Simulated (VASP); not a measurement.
## InP: how cutoff and mesh change the relaxed cell

Aim: test the relaxed volume of InP against cutoff and mesh. The starting structure is a measured crystal structure from the Crystallography Open Database. The first relaxation on each setting starts from this cell expanded by 3 % in volume.

Calculated with VASP 6.6.1; Kohn-Sham DFT with plane waves and PAW; PBEsol.

### Step 1. The starting structure

The structure is cubic, space group F-43m (No. 216). The conventional cell has a = 5.869 Å, b = 5.869 Å, c = 5.869 Å, α = 90.00°, β = 90.00°, γ = 90.00°. Nearest to In lie 4 P at 2.54 Å. Nearest to P lie 4 In at 2.54 Å. Farther neighbours are not listed.

### Step 2. Reference relaxation

This run starts from the cell of an earlier relaxation, which isn't shown; the restart sets up the plane waves anew.

INCAR reads:

```
SYSTEM = InP
PREC = Accurate
ENCUT = 450
EDIFF = 1E-06
NELM = 100
ISMEAR = 0
SIGMA = 0.03
LREAL = .FALSE.
ALGO = Normal
GGA = PS
NBANDS = 15
LORBIT = 11
LWAVE = .FALSE.
LCHARG = .FALSE.
KPAR = 8
IBRION = 2
NSW = 50
ISIF = 3
EDIFFG = -0.006
```

POSCAR reads:

```
InP
1.0
    0.0000000000      2.9394256268      2.9394256268
    2.9394256268      0.0000000000      2.9394256268
    2.9394256268      2.9394256268      0.0000000000
In P
1 1
Direct
    0.0000000000      0.0000000000      0.0000000000
    0.7500000000      0.7500000000      0.7500000000
```

KPOINTS reads:

```
Automatic mesh
0
Gamma
6 6 6
0 0 0
```

Potentials, in the order of the species: In_d and P (PBE family, release 64).

On the command line:

```
$ mpirun -np 8 vasp_std
```

Log:

```text
[banner, memory and clock lines left out]
running    8 mpi-ranks, on    1 nodes
 distrk:  each k-point on    1 cores,    8 groups
 distr:  one band on    1 cores,    1 groups

 POSCAR found type information on POSCAR InP
 POSCAR found :  2 types and       2 ions
|                                                                             |
|           W    W    AA    RRRRR   N    N  II  N    N   GGGG   !!!           |
|           W    W   A  A   R    R  NN   N  II  NN   N  G    G  !!!           |
|           W    W  A    A  R    R  N N  N  II  N N  N  G       !!!           |
|           W WW W  AAAAAA  RRRRR   N  N N  II  N  N N  G  GGG   !            |
|           WW  WW  A    A  R   R   N   NN  II  N   NN  G    G                |
|           W    W  A    A  R    R  N    N  II  N    N   GGGG   !!!           |
|                                                                             |
|     For optimal performance we recommend to set                             |
|       NCORE = 2 up to number-of-cores-per-socket                            |
|     NCORE specifies how many cores store one orbital (NPAR=cpu/NCORE).      |
|     This setting can greatly improve the performance of VASP for DFT.       |
|     The default, NCORE=1 might be grossly inefficient on modern             |
|     multi-core architectures or massively parallel machines. Do your        |
|     Unfortunately you need to use the default for GW and RPA                |
|     calculations (for HF NCORE is supported but not extensively tested      |
|     yet).                                                                   |
|                                                                             |

|                                                                             |
|               ----> ADVICE to this user running VASP <----                  |
|                                                                             |
|     You enforced a specific xc type in the INCAR file but a different       |
|     [... a line on the potential file left out ...]
|     I HOPE YOU KNOW WHAT YOU ARE DOING!                                     |
|                                                                             |

 LDA part: xc-table for (Slater+PW92), standard interpolation
 POSCAR, INCAR and KPOINTS ok, starting setup
 FFT: planning ... GRIDC
 FFT: planning ... GRID_SOFT
 FFT: planning ... GRID
 WAVECAR not read
 entering main loop
       N       E                     dE             d eps       ncg     rms          rms(c)
DAV:   1     0.106376341551E+03    0.10638E+03   -0.79324E+03   480   0.119E+03
DAV:   2    -0.248341293897E+01   -0.10886E+03   -0.10431E+03   529   0.288E+02
DAV:   3    -0.935919266969E+01   -0.68758E+01   -0.68418E+01   606   0.749E+01
DAV:   4    -0.954150894724E+01   -0.18232E+00   -0.18226E+00   626   0.133E+01
DAV:   5    -0.954942069871E+01   -0.79118E-02   -0.79114E-02   712   0.226E+00    0.540E+00
DAV:   6    -0.917886019340E+01    0.37056E+00   -0.59695E-01   750   0.141E+01    0.318E+00
DAV:   7    -0.914478867243E+01    0.34072E-01   -0.14852E-01   717   0.357E+00    0.111E+00
DAV:   8    -0.914212892429E+01    0.26597E-02   -0.14842E-02   623   0.152E+00    0.323E-01
DAV:   9    -0.914234638226E+01   -0.21746E-03   -0.13070E-03   662   0.456E-01    0.155E-01
DAV:  10    -0.914239763496E+01   -0.51253E-04   -0.16449E-04   741   0.129E-01    0.105E-01
DAV:  11    -0.914242548659E+01   -0.27852E-04   -0.34429E-05   607   0.643E-02    0.226E-02
DAV:  12    -0.914242513025E+01    0.35635E-06   -0.65558E-06   613   0.409E-02
   1 F= -.91424251E+01 E0= -.91424251E+01  d E =-.914243E+01
 curvature:   0.00 expect dE= 0.000E+00 dE for cont linesearch  0.000E+00
 trial: gam= 0.00000 g(F)=  0.109E-47 g(S)=  0.939E-07 ort = 0.000E+00 (trialstep = 0.100E+01)
 search vector abs. value=  0.940E-07
 reached required accuracy - stopping structural energy minimisation
```

Run time: 2.6 s. Hardware: 8 MPI ranks of AMD EPYC 9R45, shared host; peak memory 1.2 GiB.

Lines that name or quote the potential files are left out of all logs, and their timing lines are given in words.

OUTCAR, selected parts (step 2):

```text
ion  position               nearest neighbor table
   1  0.000  0.000  0.000-   2 2.55   2 2.55   2 2.55   2 2.55
   2  0.750  0.750  0.750-   1 2.55   1 2.55   1 2.55   1 2.55

  LATTYP: Found a face centered cubic cell.
 ALAT       =     5.8788512536

 Subroutine GETGRP returns: Found 24 space group operations
 (whereof 24 operations were pure point group operations)

The static configuration has the point symmetry T_d .

 Found     16 irreducible k-points:

   k-points           NKPTS =     16   k-points in BZ     NKDIM =     16   number of bands    NBANDS=     15

   dimension x,y,z NGX =    30 NGY =   30 NGZ =   30
   dimension x,y,z NGXF=    60 NGYF=   60 NGZF=   60

   ENCUT  =  450.0 eV  33.07 Ry    5.75 a.u.   7.19  7.19  7.19*2*pi/ulx,y,z

   NELECT =      18.0000    total number of electrons

 k-points in reciprocal lattice and weights: Automatic mesh
   0.00000000  0.00000000  0.00000000       0.005
   0.16666667  0.00000000  0.00000000       0.037
   0.33333333  0.00000000  0.00000000       0.037
   0.50000000  0.00000000  0.00000000       0.019
   0.16666667  0.16666667  0.00000000       0.028
   0.33333333  0.16666667  0.00000000       0.111
   0.50000000  0.16666667  0.00000000       0.111
  -0.33333333  0.16666667  0.00000000       0.111
  -0.16666667  0.16666667  0.00000000       0.056
[...]
-0.33333333  0.33333333  0.16666667       0.111
  -0.33333333  0.50000000  0.16666667       0.056

 average (electrostatic) potential at core
       1 -95.5830       2 -82.8310

 E-fermi :   5.1361

 k-point     1 :       0.0000    0.0000    0.0000
  band No.  band energies     occupation
    ...
      5      -8.9905      2.00000
      6      -6.4874      2.00000
      7       4.9995      2.00000
      8       4.9995      2.00000
      9       4.9995      2.00000
     10       5.5623      0.00000
     11       9.0103      0.00000
     12       9.0103      0.00000
     13       9.0103      0.00000
     14      13.3081      0.00000
    ...

 k-point     2 :       0.1667    0.0000    0.0000
  band No.  band energies     occupation
    ...
      5      -8.9901      2.00000
      6      -6.1756      2.00000
      7       2.7812      2.00000
      8       4.6935      2.00000
      9       4.6935      2.00000
     10       6.6852      0.00000
     11       9.3891      0.00000
     12       9.4504      0.00000
     13       9.4504      0.00000
     14      13.5445      0.00000
    ...

 k-point     3 :       0.3333    0.0000    0.0000
  band No.  band energies     occupation
    ...
      5      -8.9837      2.00000
      6      -5.3695      2.00000
      7       0.4080      2.00000
      8       4.2212      2.00000
      9       4.2212      2.00000
     10       6.5314      0.00000
     11       9.7890      0.00000
     12       9.7890      0.00000
     13      11.1320      0.00000
     14      13.6735      0.00000
    ...

  Total       -0.0011392     -0.0011392     -0.0011392     -0.0000000     -0.0000000      0.0000000
  in kB       -0.0359334     -0.0359334     -0.0359334     -0.0000000     -0.0000000      0.0000000
  external PRESSURE =      -0.0359334 kB  Pullay stress =       0.0000000 kB

  energy-cutoff  :      450.00
  volume of cell :       50.79
      direct lattice vectors                 reciprocal lattice vectors
     0.000000000  2.939425627  2.939425627    -0.170101259  0.170101259  0.170101259
     2.939425627  0.000000000  2.939425627     0.170101259 -0.170101259  0.170101259
     2.939425627  2.939425627  0.000000000     0.170101259  0.170101259 -0.170101259

 POSITION                                       TOTAL-FORCE (eV/Angst)
 -----------------------------------------------------------------------------------
      0.00000      0.00000      0.00000        -0.000000     -0.000000     -0.000000
      4.40914      4.40914      4.40914         0.000000      0.000000      0.000000
 -----------------------------------------------------------------------------------
    total drift:                               -0.000000     -0.000000     -0.000000

  FREE ENERGIE OF THE ION-ELECTRON SYSTEM (eV)
  ---------------------------------------------------
  free  energy   TOTEN  =        -9.1424251302 eV

  energy  without entropy=       -9.1424251302  energy(sigma->0) =       -9.14242513

 reached required accuracy - stopping structural energy minimisation

 total charge
# of ion       s       p       d       tot
------------------------------------------
    1        0.827   0.767   9.899  11.493
    2        1.027   1.476   0.000   2.503
--------------------------------------------------
tot          1.854   2.243   9.899  13.996

[... 3 further parts left out ...]
```

The PAW data sets were made with PBE, which is usual practice but a small mismatch for other functionals. The run keeps the 24 symmetry operations of its start, so it cannot find a distortion of lower symmetry.

The reference relaxation ends at 25.397 Å³ an atom. Pressures at 0.985 and 1.015 times this volume, from two more relaxations that aren't shown, give a bulk modulus of 67.0 GPa.

### Step 3. Relaxation with a cutoff of 260 eV

Against step 2 the input has ENCUT = 260. This run starts from the cell of an earlier relaxation, which isn't shown; the restart sets up the plane waves anew.

Changes to INCAR since step 2:

```diff
@@ -2,3 +2,3 @@
 PREC = Accurate
-ENCUT = 450
+ENCUT = 260
 EDIFF = 1E-06
```

POSCAR reads:

```
InP
1.0
    0.0000000000      2.9368121685      2.9368121685
    2.9368121685      0.0000000000      2.9368121685
    2.9368121685      2.9368121685      0.0000000000
In P
1 1
Direct
    0.0000000000      0.0000000000      0.0000000000
    0.7500000000      0.7500000000      0.7500000000
```

KPOINTS is that of step 2.

On the command line:

```
$ mpirun -np 8 vasp_std
```

Log:

```text
[banner, memory and clock lines left out]
running    8 mpi-ranks, on    1 nodes
[...]
[... a notice as in an earlier step ...]

 [... a notice as in an earlier step ...]

 LDA part: xc-table for (Slater+PW92), standard interpolation
 POSCAR, INCAR and KPOINTS ok, starting setup
[...]
entering main loop
       N       E                     dE             d eps       ncg     rms          rms(c)
DAV:   1     0.862053328129E+02    0.86205E+02   -0.57572E+03   487   0.808E+02
DAV:   2    -0.495521103946E+01   -0.91161E+02   -0.88736E+02   543   0.228E+02
DAV:   3    -0.944526618340E+01   -0.44901E+01   -0.44791E+01   620   0.562E+01
DAV:   4    -0.953913634580E+01   -0.93870E-01   -0.93845E-01   628   0.882E+00
[...]
DAV:  11    -0.913747958743E+01   -0.28606E-04   -0.47661E-05   566   0.789E-02    0.374E-02
DAV:  12    -0.913747823610E+01    0.13513E-05   -0.54678E-06   627   0.233E-02    0.101E-02
DAV:  13    -0.913747829322E+01   -0.57125E-07   -0.70539E-07   380   0.424E-03
   1 F= -.91374783E+01 E0= -.91374783E+01  d E =-.913748E+01
[...]
reached required accuracy - stopping structural energy minimisation
```

Run time: 1.6 s. Hardware: 8 MPI ranks; peak memory 0.88 GiB; 7 s of CPU time.

Parts of OUTCAR (step 3):

```text
  Total       -0.0094421     -0.0094421     -0.0094421     -0.0000000     -0.0000000     -0.0000000
  in kB       -0.2986197     -0.2986197     -0.2986197     -0.0000000     -0.0000000     -0.0000000
  external PRESSURE =      -0.2986197 kB  Pullay stress =       0.0000000 kB

 POSITION                                       TOTAL-FORCE (eV/Angst)
 -----------------------------------------------------------------------------------
      0.00000      0.00000      0.00000        -0.000000      0.000000      0.000000
      4.40522      4.40522      4.40522         0.000000     -0.000000     -0.000000
 -----------------------------------------------------------------------------------
    total drift:                               -0.000002     -0.000002     -0.000002

  FREE ENERGIE OF THE ION-ELECTRON SYSTEM (eV)
  ---------------------------------------------------
  free  energy   TOTEN  =        -9.1374782932 eV

  energy  without entropy=       -9.1374782932  energy(sigma->0) =       -9.13747829

[... 2 parts as in an earlier step ...]

[... 2 further parts left out ...]
[key lines of the parts left out:]
E-fermi :   5.2088
```

With a cutoff of 260 eV the cell ends at 25.330 Å³ an atom, -0.27 % from the reference; the bulk modulus is 67.5 GPa against 67.0 GPa.

### Step 4. Relaxation with a 4×4×4 mesh

Against step 2 the input has a 4×4×4 mesh. This run starts from the cell of an earlier relaxation, which isn't shown; the restart sets up the plane waves anew.

Changes to INCAR since step 3:

```diff
@@ -2,3 +2,3 @@
 PREC = Accurate
-ENCUT = 260
+ENCUT = 450
 EDIFF = 1E-06
```

POSCAR reads:

```
InP
1.0
    0.0000000000      2.9422773685      2.9422773685
    2.9422773685      0.0000000000      2.9422773685
    2.9422773685      2.9422773685      0.0000000000
In P
1 1
Direct
    0.0000000000      0.0000000000      0.0000000000
    0.7500000000      0.7500000000      0.7500000000
```

KPOINTS reads:

```
Automatic mesh
0
Gamma
4 4 4
0 0 0
```

On the command line:

```
$ mpirun -np 8 vasp_std
```

Log:

```text
[... set-up lines as in an earlier step ...]
 entering main loop
       N       E                     dE             d eps       ncg     rms          rms(c)
DAV:   1     0.101550358942E+03    0.10155E+03   -0.79293E+03   240   0.120E+03
DAV:   2    -0.243573940503E+01   -0.10399E+03   -0.99170E+02   261   0.280E+02
DAV:   3    -0.928896108999E+01   -0.68532E+01   -0.68135E+01   282   0.757E+01
DAV:   4    -0.946870293871E+01   -0.17974E+00   -0.17960E+00   343   0.129E+01
[...]
DAV:  10    -0.903857168134E+01   -0.44611E-04   -0.16828E-04   359   0.127E-01    0.106E-01
DAV:  11    -0.903860374754E+01   -0.32066E-04   -0.41884E-05   269   0.739E-02    0.241E-02
DAV:  12    -0.903860318838E+01    0.55916E-06   -0.71770E-06   317   0.398E-02
   1 F= -.90386032E+01 E0= -.90386032E+01  d E =-.903860E+01
[...]
reached required accuracy - stopping structural energy minimisation
```

It took 2 s on 8 MPI ranks; peak memory 1.1 GiB.

From OUTCAR (step 4):

```text
  Total       -0.0022282     -0.0022282     -0.0022282      0.0000000     -0.0000000     -0.0000000
  in kB       -0.0700793     -0.0700793     -0.0700793      0.0000000     -0.0000000     -0.0000000
  external PRESSURE =      -0.0700793 kB  Pullay stress =       0.0000000 kB

 POSITION                                       TOTAL-FORCE (eV/Angst)
 -----------------------------------------------------------------------------------
      0.00000      0.00000      0.00000        -0.000000     -0.000000     -0.000000
      4.41342      4.41342      4.41342         0.000000      0.000000      0.000000
 -----------------------------------------------------------------------------------
    total drift:                               -0.000000     -0.000000     -0.000000

  FREE ENERGIE OF THE ION-ELECTRON SYSTEM (eV)
  ---------------------------------------------------
  free  energy   TOTEN  =        -9.0386031884 eV

  energy  without entropy=       -9.0386031884  energy(sigma->0) =       -9.03860319

[... 1 part as in an earlier step ...]

[... 3 further parts left out ...]
[key lines of the parts left out:]
E-fermi :   5.1414
```

With a 4×4×4 mesh the cell ends at 25.471 Å³ an atom, +0.29 % from the reference; the bulk modulus is 67.0 GPa against 67.0 GPa.

[end of part 1 of 2]

[Lines on the potential files, build, host, timing and source positions are cut from VASP's logs without a mark.]

[Logs are printed without paths, hosts, clocks, repeated set-up lines and the standing remarks that a program may print on its own settings, such as how far it seeks lower states.]

[Hosts, paths, dates, database ids (printed as entryN), source tags and the programs' standing remarks are cut or masked in the printed files.]
